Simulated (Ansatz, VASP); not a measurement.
K in VASP and in Ansatz

```
CELL_PARAMETERS angstrom
4.20268 0.00000 0.00000
0.00000 4.31044 0.00000
0.00000 0.00000 4.31044
ATOMIC_POSITIONS crystal
K 0.00000 0.00000 0.00000
```

Change from the starting cell: strain -0.0250 x Voigt [1, 0, 0, 0, 0, 0], atoms carried along.

Alike in both runs: task single point; functional PBEsol; k mesh 12 × 12 × 12; occupations gaussian, width 0.15 eV; no spin polarisation.

|  | VASP | Ansatz |
| --- | --- | --- |
| version | VASP 6.6.1 | Ansatz 0.2.0 |
| potentials or method | VASP PAW PBE potentials, release 64 (K_sv) | scalar-relativistic, plane waves, PAW |
| plane-wave cutoff (eV) | 520 | 420 |
| valence electrons in the cell | 9 | 9 |

|  | VASP | Ansatz | Ansatz less VASP |
| --- | --- | --- | --- |
| gap on the k mesh at the Fermi level (eV) | none | none | - |
| pressure (GPa) | -0.1 | -0.1 | +0.01 |
| largest component of the traceless stress (GPa) | 0.15 | 0.15 | 0.000 |

A gap of «none» marks a metal or a gap that the smearing closes.

Caveats: the PAW data sets were made with another functional, which shifts forces and pressure a little (VASP).
